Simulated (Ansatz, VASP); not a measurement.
One calculation of C, two programs

File INCAR:

```
ALGO     = Normal         # electronic algorithm
EDIFF    = 1E-6           # SCF threshold, eV
ENCUT    = 520            # plane-wave cutoff, eV
GGA      = PE             # functional
ISIF     = 2              # what is computed and relaxed
ISMEAR   = 0              # smearing method
LASPH    = True           # aspherical terms in the spheres
LCHARG   = False          # write CHGCAR
LREAL    = False          # projectors in reciprocal space
LWAVE    = False          # write WAVECAR
NBANDS   = 36             # bands
NELM     = 80             # most SCF steps
PREC     = Accurate       # precision mode
SIGMA    = 0.05           # smearing width, eV
```

File KPOINTS:

```
k-points
0
Gamma
  12 12 2
```

Contents of POSCAR:

```
C
1.0
    2.4323000000      0.0000000000      0.0000000000
   -1.2161500000      2.1064335896      0.0000000000
    0.0000000000      0.0000000000     11.9630000000
C
12
Direct
    0.0000000000      0.0000000000      0.1868593266
    0.0000000000      0.0000000000      0.6868593266
    0.0000000000      0.0000000000      0.3131406734
    0.0000000000      0.0000000000      0.8131406734
    0.3333333333      0.6666666667      0.5207665411
    0.6666666667      0.3333333333      0.0207665411
    0.3333333333      0.6666666667      0.9792334589
    0.6666666667      0.3333333333      0.4792334589
    0.3333333333      0.6666666667      0.6450950823
    0.6666666667      0.3333333333      0.1450950823
    0.3333333333      0.6666666667      0.8549049177
    0.6666666667      0.3333333333      0.3549049177
```

Input for Ansatz:

```yaml
crystal:
  lattice:
    - [2.4323, 0.0, 0.0]
    - [-1.21615, 2.1064335896, 0.0]
    - [0.0, 0.0, 11.963]
  atoms:
    - { symbol: C, position: [0.0, 0.0, 0.1868593266] }
    - { symbol: C, position: [0.0, 0.0, 0.6868593266] }
    - { symbol: C, position: [0.0, 0.0, 0.3131406734] }
    - { symbol: C, position: [0.0, 0.0, 0.8131406734] }
    - { symbol: C, position: [0.3333333333, 0.6666666667, 0.5207665411] }
    - { symbol: C, position: [0.6666666667, 0.3333333333, 0.0207665411] }
    - { symbol: C, position: [0.3333333333, 0.6666666667, 0.9792334589] }
    - { symbol: C, position: [0.6666666667, 0.3333333333, 0.4792334589] }
    - { symbol: C, position: [0.3333333333, 0.6666666667, 0.6450950823] }
    - { symbol: C, position: [0.6666666667, 0.3333333333, 0.1450950823] }
    - { symbol: C, position: [0.3333333333, 0.6666666667, 0.8549049177] }
    - { symbol: C, position: [0.6666666667, 0.3333333333, 0.3549049177] }
basis:
  ecutwfc: 520.0
kpoints:
  mp_grid: { grid: [12, 12, 2] }
hamiltonian:
  xc: pbe
  pseudopotentials: { kind: paw, azcp: { folder: soft_1 } }
scf:
  occupations: { method: gaussian, width: 0.05 }
output:
  forces: true
  stress: true
  eigenvalues: true
```

Alike in both runs: task single point; functional PBE; k mesh 12 × 12 × 2; occupations gaussian, width 0.05 eV; no spin polarisation.

|  | VASP | Ansatz |
| --- | --- | --- |
| version | VASP 6.6.1 | Ansatz 0.2.0 |
| potentials or method | VASP PAW PBE potentials, release 64 (C) | scalar-relativistic, plane waves, PAW |
| plane-wave cutoff (eV) | 520 | 520 |
| valence electrons in the cell | 48 | 48 |

```tsv
	VASP	Ansatz	Ansatz less VASP
gap on the k mesh at the Fermi level (eV)	4.71	4.72	+0.013
least direct gap on the mesh (eV)	5.61	5.61	+0.007
rms of the force components (eV/Å)	0.025	0.024	-0.0010
```

Atom by atom the forces differ by 0.001 eV/Å (rms over components).
